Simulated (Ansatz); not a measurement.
Runs of Ansatz 0.2.0 on CuAu. It takes space group R-3m (No. 166, trigonal). The conventional cell has a = 2.886 Å, b = 2.886 Å, c = 12.769 Å, α = 90.00°, β = 90.00°, γ = 120.00°. Around Au (site symmetry -3m) lie 6 Cu at 2.70 Å and 6 Au at 2.89 Å. Around Cu (site symmetry -3m) lie 6 Au at 2.70 Å and 6 Cu at 2.89 Å. The cell comes from a database or a generator and needn't be the stable form of this composition.

```tsv
potentials or basis	spin	k mesh	cutoff (eV)	basis error allowed	pressure (GPa)
all-electron LAPW, scalar-relativistic	off	8 × 8 × 8	273	0.001 eV/atom	-7.9
all-electron LAPW, relativistic spinors	SOC, no magnetisation	8 × 8 × 8	273	0.001 eV/atom	-8.8
all-electron PAW datasets made for the crystal	off	11 × 11 × 11	280	-	-8.1
all-electron LAPW, non-relativistic	off	11 × 11 × 11	273	0.001 eV/atom	8.5
all-electron LAPW, inner shells corrected to Dirac's equation	off	11 × 11 × 11	273	0.001 eV/atom	(a)
all-electron LAPW, scalar-relativistic	off	11 × 11 × 11	273	0.001 eV/atom	-8.1
```

Alike in all rows: task band structure; level PBEsol; cell as given; smearing fermi-dirac 0.05 eV.

Task: Estimate the missing entries.

Result: (a) -8.0.

Caveats: the k mesh is thin for a metal, which can move the energy by tens of meV per atom (some runs); relativity is left out, which matters for the heavier elements (some runs).

The runs don't all hold the same shells in valence.
